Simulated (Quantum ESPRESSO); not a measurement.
The system is KCl (Sylvite).

```
CELL_PARAMETERS angstrom
0.00000 3.14647 3.14647
3.14647 0.00000 3.14647
3.14647 3.14647 0.00000
ATOMIC_POSITIONS crystal
K 0.00000 0.00000 0.00000
Cl 0.50000 0.50000 0.50000
```

Base run:

* Program: Quantum ESPRESSO 7.5
* Functional: LDA
* Potentials or basis: PseudoDojo 0.4.1 SR LDA standard
* Cutoff: 980 eV
* Density cutoff: 3918 eV
* k mesh: 7 × 7 × 7
* Occupations: fermi-dirac, width 0.05 eV
* Spin: no spin polarisation

Its results: band gap on the k mesh 4.74 eV, direct; pressure -2.0 GPa.

Q: The run is repeated on the same cell with these changes: functional from LDA to PBE; potentials or basis from PseudoDojo 0.4.1 SR LDA standard to PseudoDojo 0.4.1 SR PBE standard; cutoff from 980 eV to 1007 eV; density cutoff from 3918 eV to 4027 eV. What comes out?

A: Band gap on the k mesh 5.19 eV, direct; pressure 0.7 GPa.

Caveats: some levels on the path didn't converge.
